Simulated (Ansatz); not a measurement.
## Bi: pressure against volume

Bi, Im-3m, a = 3.919 Å. This isn't the element's structure at ambient conditions. Ansatz: PBE+D3(BJ), PAW, 420 eV, Γ-centred 16×16×16 mesh on 1 atom, Gaussian smearing 0.10 eV; no spin polarisation. Symmetry fixes shape and atoms, so the cell is only scaled; pressure is positive in compression.

```tsv
V (Å³/atom)	P (GPa)
26.482	?
27.385	6.89
28.288	4.14
29.191	1.87
30.094	-0.03
30.996	-1.59
31.899	-2.89
33.103	-4.34
```

Take V0 = 30.094 Å³/atom, count pressures from its P0 = -0.03 GPa, fit the third-order Birch–Murnaghan form to the other rows, and predict the missing pressure.

With the Eulerian strain f = ½[(V0/V)^(2/3) − 1] and y = (P − P0)/[3f(1 + 2f)^(5/2)], the form is the line y = B0 + 1.5 B0 (B0′ − 4) f. Rows (f, y): 0.03245, 60.7; 0.02106, 59.5; 0.01026, 58.7; -0.00975, 56.0; -0.01904, 55.2; -0.03078, 54.7. Means f = 0.0007000, y = 57.467; Σ(Δf)² = 0.003004, ΣΔfΔy = 0.3030; the slope is their ratio. y = 57.40 + 100.9 f GPa, so B0 = 57.4 GPa and B0′ = 4 + 2 × (100.9)/(3 × 57.40) = 5.17. At V = 26.482, f = 0.04449, y = 61.89 and P = 10.19 GPa. The run gave 10.19 GPa, the same to the digits shown.

Spin–orbit coupling is left out, which can shift energies with elements as heavy as these.

Cost: 8 runs of about 0.5 core-minutes in all, on Arm Neoverse V2 (shared hosts).